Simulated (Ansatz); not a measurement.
Below is a relaxed structure of Al₂Cu. The cell was found from a structure generator's guess, not taken from experiment.

These are results of Ansatz, DFT PBE, scalar-relativistic, plane waves, PAW, not measurements. Cutoff 420 eV, Γ-centred mesh, Gaussian smearing, no spin polarisation.

```cif
data_structure
_symmetry_space_group_name_H-M 'P 1'
_symmetry_Int_Tables_number 1
_cell_length_a 6.0138
_cell_length_b 6.0138
_cell_length_c 6.0138
_cell_angle_alpha 153.236
_cell_angle_beta 153.236
_cell_angle_gamma 38.211
_cell_volume 44.03
loop_
_atom_site_label
_atom_site_type_symbol
_atom_site_fract_x
_atom_site_fract_y
_atom_site_fract_z
_atom_site_occupancy
Al1 Al 0.65450 0.65450 0.00000 1
Al2 Al 0.34550 0.34550 0.00000 1
Cu1 Cu 0.00000 0.00000 0.00000 1
```

Energies over the elements count from the elements' standard structures at the same level, with no fitted energy shifts.

Task: What space group does it have?

Result: I4/mmm (No. 139), with Al and Cu ordered on fcc sites. Conventional cell: a = 2.784 Å, c = 11.365 Å. Around Al lie 4 Cu at 2.64 Å and 8 Al at 2.78–2.93 Å; Cu has 8 Al at 2.64 Å and 4 Cu at 2.78 Å.

Task: How far does it lie from the elements in energy?

Result: −0.09 eV/atom.

Task: Is it a metal?

Result: Yes, bands cross the Fermi level on the 18×18×18 mesh.

Task: From what recipe could a structure generator have reached it?

Result: One such recipe: species swapped into a database cell of Hf2Hg (I4/mmm, No. 139). Other recipes can lead to the same cell.

The last run used an 18×18×18 mesh for its 3-atom cell and Gaussian smearing of 0.10 eV. A structure relaxed within its symmetry needn't be a true minimum. Another cell of the same search, in Fm-3m, lies 94 meV/atom lower, so this cell isn't the stable form at this level.
